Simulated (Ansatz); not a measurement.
The elements of this relaxed trial crystal are hidden behind letters.

```
lattice vectors (Å)
  -2.1645    2.1645    9.2638
   2.1645   -2.1645    9.2638
   2.1645    2.1645   -9.2638
fractional positions
X 0.5000 0.5000 0.0000
Z 0.8340 0.8340 0.0000
Z 0.1660 0.1660 0.0000
Q 0.6642 0.6642 0.0000
Q 0.0000 0.0000 0.0000
Q 0.3358 0.3358 0.0000
```

The calculation used DFT PBE, scalar-relativistic, plane waves, PAW in Ansatz 0.2.0. Plane waves to 420 eV, a 12×12×12 mesh through Γ for the 6-atom cell and 0.10 eV Gaussian smearing; no spin polarisation.

```
Space group                                 : I4/mmm (No. 139)
Conventional cell                           : a = 4.329 Å, c = 18.528 Å
Volume per atom                             : 28.93 Å³
Density                                     : 8.57 g/cm³
Energy over the elements                    : −0.11 eV/atom
Gap on the 12×12×12 mesh of the 6-atom cell : 0 eV (a metal)
```

Energies are uncorrected and count from the elements' standard states at the same level.

Question: X is a d-block element of period 5, Z is a d-block element of period 6 and Q is a p-block element of period 5. Which elements are they?

Answer: X = Cd, Z = Hg, Q = Te, so the formula is CdHg2Te3. Density times volume gives a mean mass of 8.57 × 28.93/1.6605 = 149.3 u per atom, and this set has 149.4 u. Cd is surrounded by 6 Te at 3.04–3.06 Å; around Hg lie 6 Te at 3.06–3.15 Å; around Te on a site of symmetry 4mm lie 1 Cd at 3.04 Å and 5 Hg at 3.06–3.15 Å; 1 more site not described. Other sets within the hints have nearly the same mass, so mass alone doesn't settle it; this one was computed.

These runs have no spin–orbit coupling, which can matter for Hg and Te. Symmetry constrained the relaxation, so the result can be a saddle point. Another cell of CdHg2Te3 relaxed alike, in P6_3mc, lies 154 meV/atom lower, so this cell isn't the stable form at this level.
